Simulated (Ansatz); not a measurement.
Si, lonsdaleite, relaxed with r2SCAN in the plane-wave code Ansatz. It is hexagonal, P6_3/mmc (No. 194); conventional cell a = 3.832 Å, c = 6.341 Å, 20.16 Å³ an atom. Si is surrounded by 4 Si at 2.35–2.37 Å.

The axes x, y and z are those of this cell:
```
Si
1.0
     3.83213    0.00000    0.00000
    -1.91606    3.31872    0.00000
     0.00000    0.00000    6.34122
Si
4
Direct
  0.33333 0.66667 0.00056
  0.66667 0.33333 0.50056
  0.33333 0.66667 0.37444
  0.66667 0.33333 0.87444
```

Unstrained: With PBE the valence top lies at Γ and the conduction bottom at M, 0.425 eV higher; the smallest vertical gap, at Γ, is 1.037 eV. r2SCAN gives an indirect gap of 0.608 eV, from Γ to M; the least direct gap is 1.362 eV at Γ. With HSE06 the valence top lies at Γ and the conduction bottom at M, 0.972 eV higher; the smallest vertical gap, at Γ, is 1.696 eV. Meshes: PBE 12×12×4, r2SCAN 12×12×4, HSE06 6×6×4. Strains are changes of length per length. After each strain the atoms were relaxed again with r2SCAN within the symmetry that the strain leaves, so tilts or polar shifts that break it weren't tested; points keep the names that they have in the unstrained zone. No spin polarisation and no zero-point or thermal motion.

Task: For epitaxial +2.5 % in the xy plane, how far does the free direction move, and what happens to the gap?

Result: The normal strain at zero normal stress is -0.68 %, 0.27 of the in-plane strain with the sign turned. PBE: the gap goes from 0.425 to 0.404 eV (-0.021 eV); with r2SCAN the top three valence levels at Γ, grouped 2+1 from the top over 377 meV, become 2+1 over 137 meV. r2SCAN: the gap goes from 0.608 to 0.578 eV (-0.030 eV). HSE06: the gap goes from 0.972 to 0.945 eV (-0.027 eV).

Task: For epitaxial -2.0 % in the xy plane, how far does the free direction move, and what happens to the gap?

Result: The normal strain at zero normal stress is +0.70 %, 0.35 of the in-plane strain with the sign turned. PBE: the gap goes from 0.425 to 0.420 eV (-0.005 eV); with r2SCAN the top three valence levels at Γ, grouped 2+1 from the top over 377 meV, become 2+1 over 670 meV. r2SCAN: the gap goes from 0.608 to 0.609 eV (+0.001 eV). HSE06: the gap goes from 0.972 to 0.968 eV (-0.004 eV).

Task: Apply isotropic +1.5 % on every length. How far does the gap move, against the unstrained cell?

Result: PBE: the gap goes from 0.425 to 0.518 eV (+0.093 eV); with r2SCAN the top three valence levels at Γ, grouped 2+1 from the top over 377 meV, become 2+1 over 338 meV. r2SCAN: the gap goes from 0.608 to 0.699 eV (+0.091 eV). HSE06: the gap goes from 0.972 to 1.066 eV (+0.094 eV). The r2SCAN energy rises by 11.7 meV an atom.

Task: Apply uniaxial +2.5 % along z, other directions held. How far does the gap move, against the unstrained cell?

Result: PBE: the gap goes from 0.425 to 0.550 eV (+0.125 eV); with r2SCAN the top three valence levels at Γ, grouped 2+1 from the top over 377 meV, become 2+1 over 543 meV. r2SCAN: the gap goes from 0.608 to 0.737 eV (+0.129 eV). HSE06: the gap goes from 0.972 to 1.101 eV (+0.129 eV). The r2SCAN energy rises by 8.5 meV an atom.

The meshes of the hybrids are coarse, so their gaps aren't converged to the digits shown.

The splittings at Γ are without spin-orbit coupling, which regroups them where it is of like size or larger.
